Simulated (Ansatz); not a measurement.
# NbN: the cost of one run

Program: Ansatz 0.2.0. Level of theory: DFT, PBE, plane-wave PAW, default files, scalar-relativistic, as far as a step names no other. These are calculated values, not measurements.

1 further run of the same task is left out (it didn't finish).

## Step 1: The system as given

Symmetry: Fm-3m, No. 225, cubic system. Conventional cell: a = 4.389 Å, b = 4.389 Å, c = 4.389 Å, α = 90.00°, β = 90.00°, γ = 90.00°. Around Nb (site symmetry m-3m) lie 6 N at 2.19 Å. N (site symmetry m-3m) is surrounded by 6 Nb at 2.19 Å.

Structure file:

```xyz
2
Lattice="0.0000 2.1945 2.1945 2.1945 0.0000 2.1945 2.1945 2.1945 0.0000" Properties=species:S:1:pos:R:3 pbc="T T T"
Nb    2.1945    2.1945    2.1945
N     0.0000    0.0000    0.0000
```

The earlier run gave: no gap over 0.1 eV on the mesh, largest force 0.000 eV/Å, pressure 7.1 GPa.

Site by site (atoms counted from 1):

| site | atoms | first shell | V_zz (10²¹ V/m²) | η | C_Q (MHz) |
| --- | --- | --- | --- | --- | --- |
| Nb | 1 | 6 N at 2.19 Å | 0.00 | – | 0 (⁹³Nb) |
| N | 2 | 6 Nb at 2.19 Å | 0.00 | – | 0 (¹⁴N) |

C_Q = eQV_zz/h, which is 24.18 MHz for Q = 1 b and V_zz = 10²¹ V/m²; η = (V_xx − V_yy)/V_zz. Q values from Pyykkö, Mol. Phys. 116, 1328 (2018).

## Step 2: Denser k-mesh and wider smearing, since the run found no gap

File input.yaml:

```yaml
crystal:
  lattice:
    - [0.0, 2.1945, 2.1945]
    - [2.1945, 0.0, 2.1945]
    - [2.1945, 2.1945, 0.0]
  atoms:
    - { symbol: Nb, position: [0.5, 0.5, 0.5], spin: 2.0 }
    - { symbol: "N", position: [0.0, 0.0, 0.0] }
magnetization:
  spin_polarized: true
kpoints:
  mp_grid: { grid: [18, 18, 18] }
scf:
  occupations: { method: fermi_dirac, width: 0.05 }
hamiltonian:
  xc: pbe
  pseudopotentials: { kind: paw }
output:
  forces: true
  stress: true
  populations: true
  efg:
    quadrupole_moments_barn: { Nb: -0.32, "N": 0.02044 }
    contact_densities: true
  write_density: true
  write_potential: true
  elf: true
  volumetric_format: npy
```

Run with:

```sh
ansatz run input.yaml --threads 1 --pin off --max-ram 3072MiB --backend cpu --events-out ev --progress --plain --runs-dir out
```

Q: Estimate wall time and peak memory on 1 thread of Intel Xeon Platinum 8488C (Sapphire Rapids), shared host.

About 9.9 s, with a peak of 0.5 GiB.
